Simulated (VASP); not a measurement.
Write the native input for VASP 6.6.1 that does the following.

```yaml
Task: relaxation of cell and atoms
Functional: PBE
Potentials_or_basis: VASP PAW PBE potentials, release 64 (Mn_pv, S)
Cutoff: 520 eV
k_mesh: 10 × 10 × 10
Occupations: gaussian, width 0.02 eV
Spin: collinear spin, ferromagnetic start
Starting_moments: "[5.0, 0.0] μB"
Hubbard_terms: Mn d U = 3.9 eV
Further_INCAR_settings: ALGO = Normal; EDIFF = 1e-07; IBRION = 2; EDIFFG = -0.002; NSW = 80; ISIF = 3
```

The structure of MnS lies in POSCAR:

```
MnS
1.0
    0.0000000000      2.6045000000      2.6045000000
    2.6045000000      0.0000000000      2.6045000000
    2.6045000000      2.6045000000      0.0000000000
Mn S
1 1
Direct
    0.0000000000      0.0000000000      0.0000000000
    0.5000000000      0.5000000000      0.5000000000
```

One way to write it, as run:

INCAR

```
  PREC = Accurate
  ENCUT = 520
  EDIFF = 1E-7
  ISMEAR = 0
  SIGMA = 0.02
  LREAL = False
  LASPH = True
  NELM = 150
  ALGO = Normal
  ISIF = 3
  LWAVE = False
  LCHARG = False
  ISPIN = 2
  MAGMOM = 5 0
  LORBIT = 11
  LMAXMIX = 4
  LDAU = True
  LDAUTYPE = 2
  LDAUL = 2 -1
  LDAUU = 3.9 0
  LDAUJ = 0 0
  LDAUPRINT = 1
  GGA = PE
  IBRION = 2
  NSW = 80
  EDIFFG = -0.002
```

KPOINTS

```
regular mesh
0
Gamma
  10 10 10
```

Potentials or basis: VASP PAW PBE potentials, release 64 (Mn_pv, S).

The run is started by

```sh
$ cat potpaw_PBE.64/Mn_pv/POTCAR potpaw_PBE.64/S/POTCAR > POTCAR
$ mpirun -np 1 vasp_std > vasp.out
```

It gave:

The relaxed volume is 18.54 Å³/atom and the relaxed cell is a = 3.743 Å, b = 3.743 Å, c = 3.743 Å, α = 60.00°, β = 60.00°, γ = 60.00°. The space group after relaxing (to 0.05 Å) is Fm-3m (No. 225) and the energy gained by relaxing is 11.0 meV/atom. The ionic steps are 3. The pressure after relaxing is 0.0 GPa and the band gap on the k mesh is 0.84 eV, indirect (least direct gap 2.72 eV). The net moment is 5.00 μB per cell, the site moments are Mn +4.60; S +0.08 μB and the valence electrons inside the program's atomic spheres are Mn 11.24; S 3.77.

Caveat: a cell with one magnetic atom can't hold antiferromagnetic order, which such compounds often take.

Run time: 59 s on 1 thread of Intel(R) Xeon(R) 6975P-C (Granite Rapids), on a shared host, peak memory 0.2 GiB.
